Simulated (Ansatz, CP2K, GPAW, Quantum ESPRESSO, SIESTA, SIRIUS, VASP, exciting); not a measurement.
# AlRu: programs and potentials compared

```xyz
2
Lattice="2.9916 0.0000 0.0000 0.0000 2.9916 0.0000 0.0000 0.0000 2.9916" Properties=species:S:1:pos:R:3 pbc="T T T"
Ru    1.4958    1.4958    1.4958
Al    0.0000    0.0000    0.0000
```

Alike in all runs: task equation of state; functional PBEsol; k mesh 9 × 9 × 9; occupations fermi-dirac, width 0.05 eV; no spin polarisation; no spin-orbit coupling.

```csv
program and potentials,plane-wave cutoff (eV),notes,equilibrium volume (Å³/atom),bulk modulus (GPa)
"GPAW, PAW data sets generated for this functional",600,-,13.24,218.3
"VASP, PBE PAW files Al, Ru_pv, 520 eV",520,potentials made for PBE,13.19,220.4
"exciting, all-electron LAPW+lo, shipped species files, valence relativity iora*",-,-,13.19,218.4
"CP2K, POTENTIAL_UZH Ru GTH-PBE-q16, Al GTH-PBE-q3; TZVP-MOLOPT-PBE-GTH basis",-,atomic basis; potentials made for PBE,13.36,213.3
"SIESTA, files PseudoDojo sr-pbesol-0.4.1-standard, DZP (energy shift 0.003 Ry; two zetas on semicore shells)",-,atomic basis,13.28,221.8
"SIRIUS, PseudoDojo 0.4.1 PBEsol standard (scalar relativistic)",1152,-,13.19,220.2
"Ansatz, all-electron LAPW, scalar-relativistic",-,-,?,?
"Quantum ESPRESSO, GBRV 1.5 PBEsol",612,-,13.17,220.1
```

Problem. Estimate from the other rows what the run with Ansatz, all-electron LAPW, scalar-relativistic gave.

Solution. Equilibrium volume 13.18 Å³/atom; bulk modulus 219.4 GPa. The other rows, which needn't bracket it: equilibrium volume 13.17 to 13.36; bulk modulus 213.3 to 221.8.
